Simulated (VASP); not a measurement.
# Pd (Fm-3m) in VASP: relaxation of cell and atoms with PBE

Aim: the relaxation of cell and atoms of Pd with PBE.

All numbers are computed with VASP 6.6.1; they aren't measurements. Logs are shortened: lines on timing, memory, paths and dates and some standing lists are left out, and cuts for length are marked.

## Step 1: The structure

Symmetry: Fm-3m, No. 225, cubic system. Conventional cell: a = 3.893 Å, b = 3.893 Å, c = 3.893 Å, α = 90.00°, β = 90.00°, γ = 90.00°. Pd (site symmetry m-3m) is surrounded by 12 Pd at 2.75 Å.

## Step 2: Relaxation of cell and atoms, PBE

The input, INCAR:

```
SYSTEM = Pd
PREC = Accurate
ENCUT = 600
EDIFF = 1E-7
ISMEAR = 0
SIGMA = 0.1
LREAL = .FALSE.
LASPH = .TRUE.
NELM = 60
ALGO = Normal
ISIF = 3
LWAVE = .FALSE.
LCHARG = .FALSE.
GGA = PE
IBRION = 2
NSW = 80
EDIFFG = -0.004
```

The input, KPOINTS:

```
Automatic mesh
0
G
  18 18 18
  0 0 0
```

The input, POSCAR:

```
Pd
1.0
    0.0000000000      1.9465000000      1.9465000000
    1.9465000000      0.0000000000      1.9465000000
    1.9465000000      1.9465000000      0.0000000000
Pd
1
Direct
    0.0000000000      0.0000000000      0.0000000000
```

Potentials or basis: VASP PAW PBE potentials, release 64 (Pd).

The run is started by

```bash
$ cat potpaw_PBE.64/Pd/POTCAR > POTCAR
$ mpirun -np 1 vasp_std > vasp.out
```

OUTCAR:

```text
SYSTEM = Pd
   PREC = Accurate
   ENCUT = 600
   EDIFF = 1E-7
   ISMEAR = 0
   LREAL = .FALSE.
   LASPH = .TRUE.
   NELM = 60
   ISIF = 3
   GGA = PE
   IBRION = 2
   NSW = 80
   EDIFFG = -0.004

 ion  position               nearest neighbor table
   1  0.000  0.000  0.000-

  LATTYP: Found a face centered cubic cell.
 ALAT       =     3.8930000000

  Lattice vectors:

 A1 = (   0.0000000000,   1.9465000000,   1.9465000000)
 A2 = (   1.9465000000,   0.0000000000,   1.9465000000)
 A3 = (   1.9465000000,   1.9465000000,   0.0000000000)

Analysis of symmetry for initial positions (statically):
=====================================================================
 Subroutine PRICEL returns:
 Original cell was already a primitive cell.

 Routine SETGRP: Setting up the symmetry group for a
 face centered cubic supercell.

 Subroutine GETGRP returns: Found 48 space group operations
 (whereof 48 operations were pure point group operations)
 out of a pool of 48 trial point group operations.

The static configuration has the point symmetry O_h .

Analysis of symmetry for dynamics (positions and initial velocities):
=====================================================================
 Subroutine PRICEL returns:
 Original cell was already a primitive cell.

 Routine SETGRP: Setting up the symmetry group for a
 face centered cubic supercell.

 Subroutine GETGRP returns: Found 48 space group operations
 (whereof 48 operations were pure point group operations)
 out of a pool of 48 trial point group operations.

The dynamic configuration has the point symmetry O_h .

 Subroutine INISYM returns: Found 48 space group operations
 (whereof 48 operations are pure point group operations),
 and found     1 'primitive' translations

----------------------------------------------------------------------------------------

                                     Primitive cell

  volume of cell :      14.7500

  direct lattice vectors                    reciprocal lattice vectors
     0.000000000  1.946500000  1.946500000    -0.256871307  0.256871307  0.256871307
     1.946500000  0.000000000  1.946500000     0.256871307 -0.256871307  0.256871307
     1.946500000  1.946500000  0.000000000     0.256871307  0.256871307 -0.256871307

  length of vectors
     2.752766699  2.752766699  2.752766699     0.444914156  0.444914156  0.444914156
[... 104 lines left out ...]
   GGA     = PE    functional components
   LHFCALC =     F    Hartree Fock is set to
   AEXX    =    0.0000 exact exchange contribution
   IVDW    =     0    specifies the selected vdW correction
   LEPSILON=     F    determine dielectric tensor
   LRPA    =     F    only Hartree local field effects (RPA)
 conjugate gradient relaxation of ions
 non-spin polarized calculation
 Gauss-broadening in eV      SIGMA  =   0.10
  energy-cutoff  :      600.00
  volume of cell :       14.75
 maximum number of plane-waves:       531
 NGX is ok and might be reduce to    24
   NGX = 11   NGY = 11   NGZ = 11

--------------------------------------- Ionic step        1  -------------------------------------------

 number of electron      10.0000000 magnetization

 number of electron       9.9999999 magnetization

 Free energy of the ion-electron system (eV)
  ---------------------------------------------------
  ext. energy  EPLUGINS =         0.00000000
  ---------------------------------------------------
  free energy    TOTEN  =        -5.21507549 eV

  energy without entropy =       -5.20341387  energy(sigma->0) =       -5.20924468

------------------------ aborting loop because EDIFF is reached ----------------------------------------

  FORCE on cell =-STRESS in cart. coord.  units (eV):
  Direction    XX          YY          ZZ          XY          YZ          ZX
  --------------------------------------------------------------------------------------
  -------------------------------------------------------------------------------------
  Total        0.6122785      0.6122785      0.6122785      0.0000000      0.0000000      0.0000000
  in kB       66.5068486     66.5068486     66.5068486      0.0000000      0.0000000      0.0000000
  external PRESSURE =      66.5068486 kB  Pullay stress =       0.0000000 kB
[... 86 lines left out ...]
  FREE ENERGIE OF THE ION-ELECTRON SYSTEM (eV)
  ---------------------------------------------------
  free  energy   TOTEN  =        -5.2256990805 eV

  energy  without entropy=       -5.2134952205  energy(sigma->0) =       -5.21959715

[... ionic steps 4 to 12 ...]

--------------------------------------- Ionic step       13  -------------------------------------------

 number of electron      10.0000000 magnetization

------------------------ aborting loop because EDIFF is reached ----------------------------------------
[... 65 lines left out ...]
--------------------------------------- Ionic step       15  -------------------------------------------

 number of electron      10.0000000 magnetization

 Free energy of the ion-electron system (eV)
  ---------------------------------------------------
  ext. energy  EPLUGINS =         0.00000000
  ---------------------------------------------------
  free energy    TOTEN  =        -5.22570052 eV

  energy without entropy =       -5.21350603  energy(sigma->0) =       -5.21960327

 E-fermi :   9.1916     XC(G=0): -12.9653

 val. band max:        9.1902370104   @ k =  -0.4444   0.3889   0.1111
 cond. band min:       9.1976486075   @ k =  -0.3889   0.3889   0.0556
 fundamental gap:      0.0074115970
 Fermi energy:         9.1915556504

 k-point     1 :       0.0000    0.0000    0.0000
  band No.  band energies     occupation
      1       2.3285      2.00000
      2       6.5136      2.00000
      3       6.5136      2.00000
      4       6.5136      2.00000
      5       8.0336      2.00000
      6       8.0336      2.00000
      7      26.3668      0.00000
      8      30.9434      0.00000
      9      30.9434      0.00000
[... 265 lines left out ...]
 k-point    24 :      -0.2222    0.0556    0.0000
  band No.  band energies     occupation
      1       4.0022      2.00000
      2       6.3080      2.00000
      3       6.8231      2.00000
      4       6.8544      2.00000
      5       7.9249      2.00000
      6       8.4206      2.00000
      7      23.8319      0.00000
      8      27.3109      0.00000
      9      30.9822      0.00000

 [... further k-points ...]
[... 5 lines left out ...]
  --------------------------------------------------------------------------------------
  -------------------------------------------------------------------------------------
  Total        0.0035883      0.0035883      0.0035883      0.0000000      0.0000000     -0.0000000
  in kB        0.3762348      0.3762348      0.3762348      0.0000000      0.0000000     -0.0000000
  external PRESSURE =       0.3762348 kB  Pullay stress =       0.0000000 kB
[... 16 lines left out ...]
  FREE ENERGIE OF THE ION-ELECTRON SYSTEM (eV)
  ---------------------------------------------------
  free  energy   TOTEN  =        -5.2257005224 eV

  energy  without entropy=       -5.2135060259  energy(sigma->0) =       -5.21960327

 reached required accuracy - stopping structural energy minimisation
```

CONTCAR:

```text
Pd
   1.00000000000000
     0.0000000000000000    1.9695696314128570    1.9695696314128570
     1.9695696314128570    0.0000000000000001    1.9695696314128570
     1.9695696314128570    1.9695696314128570    0.0000000000000000
  Pd
     1
Direct
     1.0000000000000000    0.0000000000000000    0.0000000000000000

  0.00000000E+00  0.00000000E+00  0.00000000E+00
```

It took 1.9 min on 1 thread of Intel Xeon Platinum 8488C (Sapphire Rapids), shared host; peak memory 0.17 GiB.

What came out:

```yaml
Free_energy: -5.2257 eV
Relaxed_volume: 15.28 Å³/atom
Relaxed_cell: a = 2.785 Å, b = 2.785 Å, c = 2.785 Å, α = 60.00°, β = 60.00°, γ = 60.00°
Space_group_after_relaxing_to_0.05_Å: Fm-3m (No. 225)
Energy_gained_by_relaxing: 10.6 meV/atom
Ionic_steps: 15
Pressure_after_relaxing: 0.0 GPa
Band_gap_on_the_k_mesh: none (metal or under the smearing width)
```

Step by step:
```
step  energy change (eV)  largest force (eV/Å)  pressure (GPa)  volume (Å³)
   1              0.0000                0.0000            6.65        14.75
   2              0.0098                0.0000           -7.59        16.10
   3             -0.0106                0.0000           -0.06        15.29
   4             -0.0106                0.0000            0.06        15.28
   5             -0.0106                0.0000            0.06        15.28
   6             -0.0106                0.0000            0.05        15.28
   7             -0.0106                0.0000            0.05        15.28
   8             -0.0106                0.0000            0.05        15.28
   9             -0.0106                0.0000            0.05        15.28
  10             -0.0106                0.0000            0.05        15.28
  11             -0.0106                0.0000            0.05        15.28
  12             -0.0106                0.0000            0.05        15.28
  13             -0.0106                0.0000            0.05        15.28
  14             -0.0106                0.0000            0.05        15.28
  15             -0.0106                0.0000            0.04        15.28
```

Final structure:
```cif
data_structure
_symmetry_space_group_name_H-M 'P 1'
_symmetry_Int_Tables_number 1
_cell_length_a 2.7854
_cell_length_b 2.7854
_cell_length_c 2.7854
_cell_angle_alpha 60.000
_cell_angle_beta 60.000
_cell_angle_gamma 60.000
_cell_volume 15.28
loop_
_atom_site_label
_atom_site_type_symbol
_atom_site_fract_x
_atom_site_fract_y
_atom_site_fract_z
_atom_site_occupancy
Pd1 Pd 0.00000 0.00000 0.00000 1
```

Levels at points of the mesh, in eV from the Fermi level:
| k point | band 3 | band 4 | band 5 | band 6 | band 7 | band 8 |
| --- | --- | --- | --- | --- | --- | --- |
| (0.00, 0.00, 0.00) | -2.68 | -2.68 | -1.16 | -1.16 | 17.18 | 21.75 |
| (0.50, 0.00, 0.00) | -2.72 | -0.02 | -0.02 | 1.10 | 7.05 | 16.52 |
| (0.50, 0.50, 0.00) | -0.05 | 0.27 | 0.27 | 3.36 | 10.42 | 13.02 |

PBE usually gives volumes a little too large and moduli too small. Zero-point motion and thermal expansion aren't in these numbers.
